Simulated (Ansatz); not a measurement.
# Structures of MnSb: which is lowest?

Plane-wave DFT in Ansatz with scalar-relativistic PAW potentials, cutoff 420 eV, Γ-centred meshes chosen by cell and gap, Gaussian smearing with energies taken to zero width. Every cell was relaxed (cell and atoms) in a run of its own, within the symmetry of its start. Functional: PBE.

Relaxed structures (starts from databases or built by putting these elements on another compound's sites):
A. Fm-3m, 6 atoms in the computed cell, a = 5.577 Å; sites (symmetry × multiplicity) Mn m-3m × 4, Sb m-3m × 4; start: built
B. Pm-3m, 2 atoms in the computed cell, a = 3.372 Å; sites (symmetry × multiplicity) Mn m-3m × 1, Sb m-3m × 1; start: built
C. P4/mmm, 2 atoms in the computed cell, a = 3.241 Å, c = 3.674 Å; sites (symmetry × multiplicity) Mn 4/mmm × 1, Sb 4/mmm × 1; start: built
D. P6_3/mmc, 4 atoms in the computed cell, a = 4.097 Å, c = 5.597 Å; sites (symmetry × multiplicity) Mn -3m. × 2, Sb -6m2 × 2; start: database
E. F-43m, 2 atoms in the computed cell, a = 6.181 Å; sites (symmetry × multiplicity) Mn -43m × 4, Sb -43m × 4; start: built

Rank them by energy. Could pressure change the order?

```csv
structure,group,E − E(lowest) (meV/atom),V (Å³/atom),gap on mesh (eV)
D,P6_3/mmc,0.0,20.34,0.00
A,Fm-3m,164,21.69,0.00
C,P4/mmm,324,19.29,0.00
B,Pm-3m,332,19.17,0.00
E,F-43m,448,29.53,0.00
```

D is lowest, 164 meV/atom under A. B is denser by 1.17 Å³/atom, so pressure favours it: ΔE/ΔV, with ΔE in eV and 1 eV/Å³ = 160.2 GPa, gives about 45 GPa for equal enthalpy if both cells were rigid; at such pressures compression changes ΔV much, so this is a scale only. Other structures may lie lower than all of these, and vibrations aren't counted.

Spin-orbit coupling is left out, which matters for the bands of heavy elements. Only parallel moments were tried here. Magnetic cells started from one order each; another order can shift an energy by tens of meV per atom.